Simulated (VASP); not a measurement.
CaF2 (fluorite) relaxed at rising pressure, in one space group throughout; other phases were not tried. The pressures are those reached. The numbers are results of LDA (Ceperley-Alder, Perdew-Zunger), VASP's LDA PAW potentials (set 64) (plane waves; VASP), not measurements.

```json
[
 {"P (GPa)": "0.05", "V (Å³/atom)": "12.631", "k-mesh": "7×7×7"},
 {"P (GPa)": "5.01", "V (Å³/atom)": "12.093", "k-mesh": "7×7×7"},
 {"P (GPa)": "10.01", "V (Å³/atom)": "11.657", "k-mesh": "7×7×7"},
 {"P (GPa)": "19.97", "V (Å³/atom)": "10.979", "k-mesh": "8×8×8"},
 {"P (GPa)": "29.91", "V (Å³/atom)": "10.463", "k-mesh": "8×8×8"}
]
```

A change of mesh leaves a small step in the series.

Problem. Fit an equation of state and predict the volume at 45.00 GPa.

Solution. Least squares on the third-order Birch-Murnaghan form, P = (3B0/2)(y⁷ − y⁵)[1 + (3/4)(B′ − 4)(y² − 1)] with y = (V0/V)^(1/3), gives V0 = 12.637 Å³/atom, B0 = 103 GPa and B′ = 4.5, and so 9.861 Å³/atom. The run gave 9.860 Å³/atom, -0.0 % from the fit.

Pressures at which the relaxation failed are left out.

The compound is CaF2 in the fluorite structure.
